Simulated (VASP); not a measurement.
# SrO (Fm-3m) in VASP: notebook

Runs on SrO. Level: PBEsol. Tasks: relaxation of the atoms.

All numbers are computed with VASP 6.6.1; they aren't measurements. Logs are shortened: lines on timing, memory, paths and dates and some standing lists are left out, and cuts for length are marked.

## (1) Starting point

The structure is cubic, space group Fm-3m (No. 225). The conventional cell has a = 5.133 Å, b = 5.133 Å, c = 5.133 Å, α = 90.00°, β = 90.00°, γ = 90.00°. Sr (site symmetry m-3m) has 6 O at 2.57 Å as nearest neighbours. Around O (site symmetry m-3m) lie 6 Sr at 2.57 Å.

## (2) Relaxation of the atoms, PBEsol (a relaxed cell with its volume scaled by 0.94)

Input file INCAR:

```
SYSTEM = SrO
PREC = Accurate
ENCUT = 600
EDIFF = 1E-7
ISMEAR = 0
SIGMA = 0.03
LREAL = .FALSE.
LASPH = .TRUE.
NELM = 80
ALGO = Normal
ISIF = 2
LWAVE = .FALSE.
LCHARG = .FALSE.
GGA = PS
IBRION = 2
NSW = 40
EDIFFG = -0.01
```

Input file KPOINTS:

```
Automatic mesh
0
G
  10 10 10
  0 0 0
```

Input file POSCAR:

```
SrO                                     
1.0
    0.0000000000      2.5139118308      2.5139118308
    2.5139118308      0.0000000000      2.5139118308
    2.5139118308      2.5139118308      0.0000000000
  Sr              O             
     1     1
Direct
     0.5000000000000000    0.5000000000000000    0.5000000000000000
     0.0000000000000000    0.0000000000000000    0.0000000000000000
```

Potentials or basis: VASP PAW PBE potentials, release 64 (Sr_sv, O).

Started as:

```
> cat potpaw_PBE.64/Sr_sv/POTCAR potpaw_PBE.64/O/POTCAR > POTCAR
> mpirun -np 1 vasp_std > vasp.out
```

OUTCAR:

```text
SYSTEM = SrO
   PREC = Accurate
   ENCUT = 600
   EDIFF = 1E-7
   ISMEAR = 0
   LREAL = .FALSE.
   LASPH = .TRUE.
   NELM = 80
   ISIF = 2
   GGA = PS
   IBRION = 2
   NSW = 40
   EDIFFG = -0.01

 ion  position               nearest neighbor table
   1  0.500  0.500  0.500-   2 2.51   2 2.51   2 2.51   2 2.51   2 2.51   2 2.51
   2  0.000  0.000  0.000-   1 2.51   1 2.51   1 2.51   1 2.51   1 2.51   1 2.51

  LATTYP: Found a face centered cubic cell.
 ALAT       =     5.0278236616

  Lattice vectors:

 A1 = (   0.0000000000,   2.5139118308,   2.5139118308)
 A2 = (   2.5139118308,   0.0000000000,   2.5139118308)
 A3 = (   2.5139118308,   2.5139118308,   0.0000000000)

Analysis of symmetry for initial positions (statically):
=====================================================================
 Subroutine PRICEL returns:
 Original cell was already a primitive cell.

 Routine SETGRP: Setting up the symmetry group for a
 face centered cubic supercell.

 Subroutine GETGRP returns: Found 48 space group operations
 (whereof 48 operations were pure point group operations)
 out of a pool of 48 trial point group operations.

The static configuration has the point symmetry O_h .

Analysis of symmetry for dynamics (positions and initial velocities):
=====================================================================
 Subroutine PRICEL returns:
 Original cell was already a primitive cell.

 Routine SETGRP: Setting up the symmetry group for a
 face centered cubic supercell.

 Subroutine GETGRP returns: Found 48 space group operations
 (whereof 48 operations were pure point group operations)
 out of a pool of 48 trial point group operations.

The dynamic configuration has the point symmetry O_h .

 Subroutine INISYM returns: Found 48 space group operations
 (whereof 48 operations are pure point group operations),
 and found     1 'primitive' translations

----------------------------------------------------------------------------------------

                                     Primitive cell

  volume of cell :      31.7746

  direct lattice vectors                    reciprocal lattice vectors
     0.000000000  2.513911831  2.513911831    -0.198893213  0.198893213  0.198893213
     2.513911831  0.000000000  2.513911831     0.198893213 -0.198893213  0.198893213
     2.513911831  2.513911831  0.000000000     0.198893213  0.198893213 -0.198893213

  length of vectors
     3.555208206  3.555208206  3.555208206     0.344493149  0.344493149  0.344493149

  position of ions in fractional coordinates (direct lattice)
     0.500000000  0.500000000  0.500000000
     0.000000000  0.000000000  0.000000000

  ion indices of the primitive-cell ions
   primitive index   ion index
                 1           1
                 2           2

----------------------------------------------------------------------------------------

 KPOINTS: Automatic mesh

Automatic generation of k-mesh.
 Grid dimensions read from file:
 generate k-points for:   10   10   10

 Generating k-lattice:

  Cartesian coordinates                     Fractional coordinates (reciprocal lattice)
    -0.019889321  0.019889321  0.019889321     0.100000000  0.000000000  0.000000000
     0.019889321 -0.019889321  0.019889321     0.000000000  0.100000000  0.000000000
     0.019889321  0.019889321 -0.019889321     0.000000000  0.000000000  0.100000000

  Length of vectors
     0.034449315  0.034449315  0.034449315

  Shift w.r.t. Gamma in fractional coordinates (k-lattice)
     0.000000000  0.000000000  0.000000000

 Subroutine IBZKPT returns following result:
 ===========================================

 Found     47 irreducible k-points:

 Following reciprocal coordinates:
            Coordinates               Weight
  0.000000  0.000000  0.000000      1.000000
  0.100000  0.000000  0.000000      8.000000
  0.200000  0.000000  0.000000      8.000000
  0.300000  0.000000  0.000000      8.000000
  0.400000  0.000000  0.000000      8.000000
  0.500000  0.000000  0.000000      4.000000
[... 16 lines left out ...]
  0.300000  0.300000  0.000000      6.000000
  0.400000  0.300000  0.000000     24.000000
 [... further k-points ...]
   k-points           NKPTS =     47   k-points in BZ     NKDIM =     47   number of bands    NBANDS=     12
   number of dos      NEDOS =    301   number of ions     NIONS =      2
   total plane-waves  NPLWV =  21952
   dimension x,y,z NGX =    28 NGY =   28 NGZ =   28
   dimension x,y,z NGXF=    56 NGYF=   56 NGZF=   56
   ions per type =               1   1
   NGX,Y,Z   is equivalent  to a cutoff of  13.09, 13.09, 13.09 a.u.
   NGXF,Y,Z  is equivalent  to a cutoff of  26.19, 26.19, 26.19 a.u.
 SYSTEM =  SrO
   PREC   = accura    normal or accurate (medium, high low for compatibility)
   ISTART =      0    job   : 0-new  1-cont  2-samecut
   ICHARG =      2    charge: 1-file 2-atom 10-const
   ISPIN  =      1    spin polarized calculation?
[... 22 lines left out ...]
   IALGO  =     38    algorithm
   IMIX   =      4    mixing-type and parameters
     AMIX     =   0.40;   BMIX     =  1.00
     AMIX_MAG =   1.60;   BMIX_MAG =  1.00
  volume/ion in A,a.u.               =      15.89       107.21
  Fermi-wavevector in a.u.,A,eV,Ry     =   1.302431  2.461238 23.079930  1.696327
  Thomas-Fermi vector in A             =   2.433500
   LORBIT       =      0    0 simple, 1 ext, 2 COOP (PROOUT), +10 PAW based schemes
   GGA     = PS    functional components
   LHFCALC =     F    Hartree Fock is set to
   AEXX    =    0.0000 exact exchange contribution
   IVDW    =     0    specifies the selected vdW correction
   LEPSILON=     F    determine dielectric tensor
   LRPA    =     F    only Hartree local field effects (RPA)
 conjugate gradient relaxation of ions
 non-spin polarized calculation
 Gauss-broadening in eV      SIGMA  =   0.03
  energy-cutoff  :      600.00
  volume of cell :       31.77
 maximum number of plane-waves:      1073
   NGX = 15   NGY = 15   NGZ = 15

 number of electron      15.9999998 magnetization

 Free energy of the ion-electron system (eV)
  ---------------------------------------------------
  ext. energy  EPLUGINS =         0.00000000
  ---------------------------------------------------
  free energy    TOTEN  =       -12.59880426 eV

  energy without entropy =      -12.59880426  energy(sigma->0) =      -12.59880426

 E-fermi :   1.9815     XC(G=0): -10.6043

 val. band max:        1.8191531903   @ k =   0.0000   0.0000   0.0000
 cond. band min:       4.9148959898   @ k =   0.5000   0.5000   0.0000
 fundamental gap:      3.0957427995
 Fermi energy:         1.9815268958

 k-point     1 :       0.0000    0.0000    0.0000
  band No.  band energies     occupation
      1     -30.1987      2.00000
      2     -13.2639      2.00000
      3     -11.7700      2.00000
      4     -11.7700      2.00000
      5     -11.7700      2.00000
      6       1.8192      2.00000
      7       1.8192      2.00000
      8       1.8192      2.00000
      9       6.1361      0.00000
     10       8.1161      0.00000
     11       8.1161      0.00000
     12       8.1161      0.00000

 k-point     2 :       0.1000    0.0000    0.0000
  band No.  band energies     occupation
      1     -30.1809      2.00000
      2     -13.5215      2.00000
      3     -11.7795      2.00000
      4     -11.7795      2.00000
      5     -11.5543      2.00000
      6       1.4896      2.00000
      7       1.6687      2.00000
      8       1.6687      2.00000
      9       6.6249      0.00000
     10       7.9948      0.00000
     11       8.3315      0.00000
     12       8.3315      0.00000

 k-point     3 :       0.2000    0.0000    0.0000
  band No.  band energies     occupation
      1     -30.1338      2.00000
      2     -14.0203      2.00000
      3     -11.8040      2.00000
      4     -11.8040      2.00000
      5     -11.1658      2.00000
      6       0.7956      2.00000
      7       1.3085      2.00000
      8       1.3085      2.00000
      9       7.7566      0.00000
     10       7.9026      0.00000
     11       8.9423      0.00000
     12       8.9423      0.00000
[... 286 lines left out ...]
 k-point    23 :       0.3000    0.3000    0.0000
  band No.  band energies     occupation
      1     -30.0371      2.00000
      2     -14.0571      2.00000
      3     -12.0784      2.00000
      4     -12.0784      2.00000
      5     -11.5126      2.00000
      6       0.4992      2.00000
      7       1.6985      2.00000
      8       1.6985      2.00000
      9       5.6971      0.00000
     10       8.7136      0.00000
     11      11.4557      0.00000
     12      11.4557      0.00000

 k-point    24 :       0.4000    0.3000    0.0000
  band No.  band energies     occupation
      1     -30.0001      2.00000
      2     -14.0687      2.00000
      3     -12.2221      2.00000
      4     -12.1235      2.00000
      5     -11.6593      2.00000
      6       0.7509      2.00000
      7       1.5205      2.00000
      8       1.6024      2.00000
      9       5.6514      0.00000
     10       9.4324      0.00000
     11      11.7888      0.00000
     12      11.9474      0.00000

 [... further k-points ...]
[... 5 lines left out ...]
  --------------------------------------------------------------------------------------
  -------------------------------------------------------------------------------------
  Total        1.3274912      1.3274912      1.3274912      0.0000000     -0.0000000     -0.0000000
  in kB       66.9363607     66.9363607     66.9363607      0.0000000     -0.0000000     -0.0000000
  external PRESSURE =      66.9363607 kB  Pullay stress =       0.0000000 kB

 VOLUME and BASIS-vectors are now :
 -----------------------------------------------------------------------------
  energy-cutoff  :      600.00
  volume of cell :       31.77
      direct lattice vectors                 reciprocal lattice vectors
     0.000000000  2.513911831  2.513911831    -0.198893213  0.198893213  0.198893213
     2.513911831  0.000000000  2.513911831     0.198893213 -0.198893213  0.198893213
     2.513911831  2.513911831  0.000000000     0.198893213  0.198893213 -0.198893213

 POSITION                                       TOTAL-FORCE (eV/Angst)
 -----------------------------------------------------------------------------------
      2.51391      2.51391      2.51391         0.000000      0.000000     -0.000000
      0.00000      0.00000      0.00000         0.000000      0.000000      0.000000
 -----------------------------------------------------------------------------------
    total drift:                                0.000000      0.000000      0.000000

  FREE ENERGIE OF THE ION-ELECTRON SYSTEM (eV)
  ---------------------------------------------------
  free  energy   TOTEN  =       -12.5988042587 eV

  energy  without entropy=      -12.5988042587  energy(sigma->0) =      -12.59880426

 reached required accuracy - stopping structural energy minimisation
```

It took 12 s on 1 thread of Intel Xeon 6975P-C (Granite Rapids), shared host; peak memory 0.17 GiB.

What came out:

```
Free energy             : -12.5988 eV
Pressure after relaxing : 6.7 GPa
Band gap on the k mesh  : 3.10 eV, indirect (least direct gap 3.13 eV)
```

Final structure:
```
CELL_PARAMETERS angstrom
0.00000 2.51391 2.51391
2.51391 0.00000 2.51391
2.51391 2.51391 0.00000
ATOMIC_POSITIONS crystal
Sr 0.50000 0.50000 0.50000
O 0.00000 0.00000 0.00000
```

Caveat: the relaxation stopped at its first step, so nothing moved; the PAW data sets were made with another functional, which shifts forces and pressure a little.

## (3) Relaxation of the atoms, PBEsol (a relaxed cell with its volume scaled by 0.96)

INCAR is that of step 2.

KPOINTS is that of step 2.

Input file POSCAR:

```
SrO                                     
1.0
    0.0000000000      2.5316160185      2.5316160185
    2.5316160185      0.0000000000      2.5316160185
    2.5316160185      2.5316160185      0.0000000000
  Sr              O             
     1     1
Direct
     0.5000000000000000    0.5000000000000000    0.5000000000000000
     0.0000000000000000    0.0000000000000000    0.0000000000000000
```

Potentials or basis: VASP PAW PBE potentials, release 64 (Sr_sv, O).

Started as:

```
> cat potpaw_PBE.64/Sr_sv/POTCAR potpaw_PBE.64/O/POTCAR > POTCAR
> mpirun -np 1 vasp_std > vasp.out
```

It took 15 s on 1 thread of Intel Xeon 6975P-C (Granite Rapids), shared host; peak memory 0.18 GiB.

Results (log left out):

```yaml
Free_energy: -12.6225 eV
Pressure_after_relaxing: 4.2 GPa
Band_gap_on_the_k_mesh: 3.12 eV, indirect (least direct gap 3.17 eV)
```

Final structure:
```
Sr O
1.0
     0.00000    2.53162    2.53162
     2.53162    0.00000    2.53162
     2.53162    2.53162    0.00000
Sr O
1 1
Cartesian
  2.5316 2.5316 2.5316
  0.0000 0.0000 0.0000
```

Levels at points of the mesh, in eV from the valence-band top:
| k point | band 4 | band 5 | band 6 | band 7 | band 8 | band 9 | band 10 | band 11 | band 12 |
| --- | --- | --- | --- | --- | --- | --- | --- | --- | --- |
| (0.00, 0.00, 0.00) | -13.68 | -13.68 | 0.00 | 0.00 | 0.00 | 4.16 | 6.26 | 6.26 | 6.26 |
| (0.50, 0.00, 0.00) | -13.77 | -12.47 | -2.32 | -1.25 | -1.25 | 6.69 | 8.66 | 9.11 | 9.11 |
| (0.50, 0.50, 0.00) | -14.12 | -14.12 | -0.35 | -0.05 | -0.05 | 3.12 | 8.12 | 10.50 | 10.63 |

Caveat: the relaxation stopped at its first step, so nothing moved; the PAW data sets were made with another functional, which shifts forces and pressure a little. A k mesh can miss the band edges.

## (4) Relaxation of the atoms, PBEsol (a relaxed cell with its volume scaled by 0.98)

INCAR is that of step 3.

KPOINTS is that of step 3.

Input file POSCAR:

```
SrO                                     
1.0
    0.0000000000      2.5490759911      2.5490759911
    2.5490759911      0.0000000000      2.5490759911
    2.5490759911      2.5490759911      0.0000000000
  Sr              O             
     1     1
Direct
     0.5000000000000000    0.5000000000000000    0.5000000000000000
     0.0000000000000000    0.0000000000000000    0.0000000000000000
```

Started as:

```
> cat potpaw_PBE.64/Sr_sv/POTCAR potpaw_PBE.64/O/POTCAR > POTCAR
> mpirun -np 1 vasp_std > vasp.out
```

Run time: 15 s. Hardware: 1 thread of Intel Xeon 6975P-C (Granite Rapids), shared host; peak memory 0.18 GiB.

Results (log left out):

```
Free energy             : -12.6363 eV
Pressure after relaxing : 2.0 GPa
Band gap on the k mesh  : 3.14 eV, indirect (least direct gap 3.20 eV)
```

Final structure:
```cif
data_structure
_symmetry_space_group_name_H-M 'P 1'
_symmetry_Int_Tables_number 1
_cell_length_a 3.6049
_cell_length_b 3.6049
_cell_length_c 3.6049
_cell_angle_alpha 60.000
_cell_angle_beta 60.000
_cell_angle_gamma 60.000
_cell_volume 33.13
loop_
_atom_site_label
_atom_site_type_symbol
_atom_site_fract_x
_atom_site_fract_y
_atom_site_fract_z
_atom_site_occupancy
Sr1 Sr 0.50000 0.50000 0.50000 1
O1 O 0.00000 0.00000 0.00000 1
```

Levels at points of the mesh, in eV from the valence-band top:
```tsv
k point	band 5	band 6	band 7	band 8	band 9	band 10	band 11	band 12
(0.00, 0.00, 0.00)	-13.77	0.00	0.00	0.00	4.01	6.22	6.22	6.22
(0.50, 0.00, 0.00)	-12.57	-2.28	-1.21	-1.21	6.60	8.49	8.99	8.99
(0.50, 0.50, 0.00)	-14.18	-0.39	-0.07	-0.07	3.14	7.96	10.37	10.45
```

Caveat: the relaxation stopped at its first step, so nothing moved; the PAW data sets were made with another functional, which shifts forces and pressure a little. A k mesh can miss the band edges.

## (5) Relaxation of the atoms, PBEsol

INCAR is that of step 4.

KPOINTS is that of step 4.

Input file POSCAR:

```
SrO                                     
1.0
    0.0000000000      2.5663000000      2.5663000000
    2.5663000000      0.0000000000      2.5663000000
    2.5663000000      2.5663000000      0.0000000000
  Sr              O             
     1     1
Direct
     0.5000000000000000    0.5000000000000000    0.5000000000000000
     0.0000000000000000    0.0000000000000000    0.0000000000000000
```

Started as:

```
> cat potpaw_PBE.64/Sr_sv/POTCAR potpaw_PBE.64/O/POTCAR > POTCAR
> mpirun -np 1 vasp_std > vasp.out
```

Run time: 15 s. Hardware: 1 thread of Intel Xeon 6975P-C (Granite Rapids), shared host; peak memory 0.18 GiB.

The run converged. Its results:

| Property | Result |
| --- | --- |
| Free energy | -12.6412 eV |
| Pressure after relaxing | 0.0 GPa |
| Band gap on the k mesh | 3.15 eV, indirect (least direct gap 3.24 eV) |

Final structure:
```
Sr O
1.0
     0.00000    2.56630    2.56630
     2.56630    0.00000    2.56630
     2.56630    2.56630    0.00000
Sr O
1 1
Direct
  0.50000 0.50000 0.50000
  0.00000 0.00000 0.00000
```

Levels at points of the mesh, in eV from the valence-band top:
```tsv
k point	band 5	band 6	band 7	band 8	band 9	band 10	band 11	band 12
(0.00, 0.00, 0.00)	-13.86	0.00	0.00	0.00	3.86	6.17	6.17	6.17
(0.50, 0.00, 0.00)	-12.67	-2.24	-1.16	-1.16	6.51	8.33	8.88	8.88
(0.50, 0.50, 0.00)	-14.25	-0.43	-0.08	-0.08	3.15	7.80	10.23	10.27
```

Caveat: the relaxation stopped at its first step, so nothing moved; the PAW data sets were made with another functional, which shifts forces and pressure a little. A k mesh can miss the band edges.

## (6) Relaxation of the atoms, PBEsol (a relaxed cell with its volume scaled by 1.02)

INCAR is that of step 5.

KPOINTS is that of step 5.

Input file POSCAR:

```
SrO                                     
1.0
    0.0000000000      2.5832958595      2.5832958595
    2.5832958595      0.0000000000      2.5832958595
    2.5832958595      2.5832958595      0.0000000000
  Sr              O             
     1     1
Direct
     0.5000000000000000    0.5000000000000000    0.5000000000000000
     0.0000000000000000    0.0000000000000000    0.0000000000000000
```

Potentials or basis: VASP PAW PBE potentials, release 64 (Sr_sv, O).

Started as:

```
> cat potpaw_PBE.64/Sr_sv/POTCAR potpaw_PBE.64/O/POTCAR > POTCAR
> mpirun -np 1 vasp_std > vasp.out
```

Wall time 15 s (1 thread of Intel Xeon 6975P-C (Granite Rapids), shared host); peak memory 0.18 GiB.

It converged, with:

```yaml
Free_energy: -12.6380 eV
Pressure_after_relaxing: -1.8 GPa
Band_gap_on_the_k_mesh: 3.17 eV, indirect (least direct gap 3.26 eV)
```

Final structure:
```
Sr O
1.0
     0.00000    2.58330    2.58330
     2.58330    0.00000    2.58330
     2.58330    2.58330    0.00000
Sr O
1 1
Direct
  0.50000 0.50000 0.50000
  0.00000 0.00000 0.00000
```

Levels at points of the mesh, in eV from the valence-band top:
```
           k point  band 5  band 6  band 7  band 8  band 9  band 10  band 11  band 12
(0.00, 0.00, 0.00)  -13.95    0.00    0.00    0.00    3.72     6.13     6.13     6.13
(0.50, 0.00, 0.00)  -12.77   -2.20   -1.13   -1.13    6.43     8.18     8.77     8.77
(0.50, 0.50, 0.00)  -14.31   -0.46   -0.10   -0.10    3.17     7.65    10.09    10.10
```

Caveat: the relaxation stopped at its first step, so nothing moved; the PAW data sets were made with another functional, which shifts forces and pressure a little.

## (7) Overview

```csv
cell,gap on the mesh (eV),pressure (GPa)
atoms relaxed from: a relaxed cell with its volume scaled by 0.94,3.10,6.7
atoms relaxed from: a relaxed cell with its volume scaled by 0.96,3.12,4.2
atoms relaxed from: a relaxed cell with its volume scaled by 0.98,3.14,2.0
atoms relaxed,3.15,0.0
atoms relaxed from: a relaxed cell with its volume scaled by 1.02,3.17,-1.8
```

Alike in all rows: task relaxation of the atoms; level PBEsol; potentials or basis VASP PAW PBE potentials, release 64 (Sr_sv, O); no spin polarisation; k mesh 10 × 10 × 10; cutoff (eV) 600; smearing gaussian 0.03 eV.

Caveats: the relaxation stopped at its first step, so nothing moved; the PAW data sets were made with another functional, which shifts forces and pressure a little.

Absolute energies hang on the potentials; compare differences alone.
